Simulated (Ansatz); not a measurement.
# Sn4Ge: the cost of one run

Computed with Ansatz 0.2.0 (DFT PBE, scalar-relativistic, plane waves, PAW, unless a step's input says otherwise).

### 1 The system as given

Symmetry: I4/m, No. 87, tetragonal system. Conventional cell: a = 7.465 Å, b = 7.465 Å, c = 4.722 Å, α = 90.00°, β = 90.00°, γ = 90.00°. Around Sn (site symmetry m) lie 9 Sn at 3.34 Å and 3 Ge at 3.34 Å. Around Ge (site symmetry 4/m) lie 12 Sn at 3.34 Å.

As a file:

```
CELL_PARAMETERS angstrom
-3.73270 3.73270 2.36077
3.73270 -3.73270 2.36077
3.73270 3.73270 -2.36077
ATOMIC_POSITIONS crystal
Sn 0.80000 0.40000 0.20000
Sn 0.40000 0.20000 0.60000
Sn 0.60000 0.80000 0.40000
Sn 0.20000 0.60000 0.80000
Ge 0.00000 0.00000 0.00000
```

The start is an ordering of an alloy on its end members' structure types: elements ordered on the sites of the Tl type, Ge/Sn on Tl (I4/m, No. 87).

### 2 The guess as it stands, on a coarse mesh

input.yaml

```yaml
crystal:
  lattice:
    - [-3.73269864, 3.73269864, 2.3607659]
    - [3.73269864, -3.73269864, 2.3607659]
    - [3.73269864, 3.73269864, -2.3607659]
  atoms:
    - { symbol: Sn, position: [0.8, 0.4, 0.2] }
    - { symbol: Sn, position: [0.4, 0.2, 0.6] }
    - { symbol: Sn, position: [0.6, 0.8, 0.4] }
    - { symbol: Sn, position: [0.2, 0.6, 0.8] }
    - { symbol: Ge, position: [0.0, 0.0, 0.0] }
basis:
  ecutwfc: 420
kpoints:
  mp_grid: { grid: [4, 4, 4] }
hamiltonian:
  xc: pbe
scf:
  occupations: { method: gaussian, width: 0.1 }
  lower_state_search: "off"
output:
  forces: true
  stress: true
  eigenvalues: true
```

Run with:

```console
$ ansatz run input.yaml --threads 1 --pin off --max-ram 2560MiB --backend cpu --events-out ev --progress --plain --runs-dir out
```

**Question.** How long does this run take on 1 thread of AMD EPYC 9R45 (Zen 5), shared host, and how much memory does it need?

About 1.7 s, with a peak of 0.46 GiB.
